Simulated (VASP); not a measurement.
## InP: relaxation of cell and atoms with PW91

InP:

```
In P
1.0
     0.00000    2.93050    2.93050
     2.93050    0.00000    2.93050
     2.93050    2.93050    0.00000
In P
1 1
Direct
  0.00000 0.00000 0.00000
  0.75000 0.75000 0.75000
```

```yaml
Program: VASP 6.6.1
Task: relaxation of cell and atoms
Functional: PW91
Potentials_or_basis: VASP PAW PBE potentials, release 64 (In_d, P)
Cutoff: 600 eV
k_mesh: 8 × 8 × 8
Occupations: fermi-dirac, width 0.05 eV
Spin: no spin polarisation
Further_INCAR_settings: ALGO = Normal; EDIFF = 1e-07; IBRION = 2; EDIFFG = -0.02; NSW = 60; ISIF = 3
```

```
Relaxed volume                         : 26.43 Å³/atom
Relaxed cell                           : a = 4.213 Å, b = 4.213 Å, c = 4.213 Å, α = 60.00°, β = 60.00°, γ = 60.00°
Space group after relaxing (to 0.05 Å) : F-43m (No. 216)
Energy gained by relaxing              : 12.4 meV/atom
Ionic steps                            : 3
Pressure after relaxing                : 0.0 GPa
Band gap on the k mesh                 : 0.42 eV, direct
```

The path:
| step | energy change (eV) | largest force (eV/Å) | pressure (GPa) | volume (Å³) |
| --- | --- | --- | --- | --- |
| 1 | 0.0000 | 0.0000 | 3.31 | 50.33 |
| 2 | -0.0187 | 0.0000 | -1.42 | 54.21 |
| 3 | -0.0249 | 0.0000 | 0.01 | 52.86 |

Final structure:
```cif
data_structure
_symmetry_space_group_name_H-M 'P 1'
_symmetry_Int_Tables_number 1
_cell_length_a 4.2126
_cell_length_b 4.2126
_cell_length_c 4.2126
_cell_angle_alpha 60.000
_cell_angle_beta 60.000
_cell_angle_gamma 60.000
_cell_volume 52.86
loop_
_atom_site_label
_atom_site_type_symbol
_atom_site_fract_x
_atom_site_fract_y
_atom_site_fract_z
_atom_site_occupancy
In1 In 0.00000 0.00000 0.00000 1
P1 P 0.75000 0.75000 0.75000 1
```

Levels at points of the mesh, in eV from the valence-band top:
```csv
k point,band 7,band 8,band 9,band 10,band 11,band 12
"(0.00, 0.00, 0.00)",0.00,0.00,0.00,0.42,4.08,4.08
"(0.50, 0.00, 0.00)",-5.48,-0.90,-0.90,1.37,4.80,4.80
"(0.50, 0.50, 0.00)",-5.55,-2.16,-2.16,1.83,2.26,8.88
```

Wall time 33 s on 1 thread of Intel(R) Xeon(R) 6975P-C (Granite Rapids), with other jobs on the host, peak memory 0.21 GiB.

Caveat: the PAW data sets were made with another functional, which shifts forces and pressure a little; spin-orbit coupling is left out, which moves the levels of the heavy elements. Zero-point motion and thermal expansion aren't in these numbers.
